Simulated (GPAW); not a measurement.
A run of GPAW 26.7.0 is set up as follows.

Contents of run.py:

```python
from ase.dft.bandgap import bandgap
from ase.io import read, write
from gpaw import GPAW, PW

atoms = read('NaF.xyz')

calc = GPAW(mode=PW(800),
            xc={'name': 'vdW-DF2', 'backend': 'libvdwxc'},
            kpts={'size': (10, 10, 10), 'gamma': True},
            occupations={'name': 'fermi-dirac', 'width': 0.05},
            nbands=15,
            convergence={'density': 1e-05, 'energy': 1e-05},
            maxiter=150,
            txt='gpaw.txt')
atoms.calc = calc
energy = atoms.get_potential_energy()
forces = atoms.get_forces()
calc.write('gs.gpw')
write('result.traj', atoms)
print(f'Energy: {energy:.6f} eV')
print('Forces (eV/A):')
print(forces.round(4))
print('Fermi level:', round(calc.get_fermi_level(), 4), 'eV')
print(f'Gap: {bandgap(calc)[0]:.4f} eV, direct: {bandgap(calc, direct=True)[0]:.4f} eV')

path = atoms.cell.bandpath('GXWKGLUWLK,UX', npoints=60, eps=1e-4)
bs_calc = calc.fixed_density(kpts=path, symmetry='off', nbands=24,
                             convergence={'bands': 'CBM+6.0', 'eigenstates': 1e-6}, txt='bands.txt')
bs = bs_calc.band_structure()
bs.write('bs.json')
print(f'Gap on the path: {bandgap(bs_calc)[0]:.4f} eV')
```

Contents of NaF.xyz:

```xyz
2
Lattice="0.0000000000 2.3200000000 2.3200000000 2.3200000000 0.0000000000 2.3200000000 2.3200000000 2.3200000000 0.0000000000" Properties=species:S:1:pos:R:3 pbc="T T T"
Na     0.0000000000      0.0000000000      0.0000000000
F      2.3200000000      2.3200000000      2.3200000000
```

Potentials or basis: GPAW PAW data sets (gpaw-data 1.2.1), pw.

Command:

```console
$ OMP_NUM_THREADS=1 python run.py
```

(1) What does it give for the band gap along the path?

(2) Estimate the band gap on the k mesh.

Answers

(1) 6.25 eV, direct.

(2) 6.25 eV, direct.

Caveat: the PAW data sets were made with another functional, which shifts forces and pressure a little.
